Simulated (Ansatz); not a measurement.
PbS:

```
Pb S
1.0
     3.65366    0.00000    0.00000
     0.00000    3.65366    0.00000
     0.00000    0.00000    3.65366
Pb S
1 1
Direct
  0.00000 0.00000 0.00000
  0.50000 0.50000 0.50000
```

Measurements of this composition are mostly on another form, of space group No. 225.

```yaml
Program: Ansatz 0.2.0
Task: relaxation of cell and atoms
Functional: r2SCAN
Dispersion: D3(BJ)
Potentials_or_basis: Ansatz PAW
Cutoff: "500 eV (not typed: the program's choice for these potentials)"
k_mesh: 7 × 7 × 7
Occupations: fermi-dirac, width 0.05 eV
Spin: no spin polarisation
```

At the start: volume 24.39 Å³/atom.

Problem. How do energy, volume and symmetry change on relaxing?

Solution. It ends after 4 steps and the volume is 23.62 Å³/atom (-3.1 %); space group Pm-3m (No. 221, to 0.05 Å).

The path:
```csv
step,energy change (eV),largest force (eV/Å),volume (Å³)
1,0.0000,0.0000,48.77
2,-0.0084,0.0000,46.65
3,-0.0098,0.0000,47.24
4,-0.0096,0.0000,47.24
```

Final structure:
```cif
data_structure
_symmetry_space_group_name_H-M 'P 1'
_symmetry_Int_Tables_number 1
_cell_length_a 3.6149
_cell_length_b 3.6149
_cell_length_c 3.6149
_cell_angle_alpha 90.000
_cell_angle_beta 90.000
_cell_angle_gamma 90.000
_cell_volume 47.24
loop_
_atom_site_label
_atom_site_type_symbol
_atom_site_fract_x
_atom_site_fract_y
_atom_site_fract_z
_atom_site_occupancy
Pb1 Pb 0.00000 0.00000 0.00000 1
S1 S 0.50000 0.50000 0.50000 1
```

Caveat: the plane-wave basis is chosen anew once the cell has moved, so the energies of steps on either side of that aren't comparable; the PAW data sets come from PBE, with cores solved anew for the run's functional, which leaves a small shift of forces and pressure; the dispersion damping was fitted for another functional or another form of the correction.
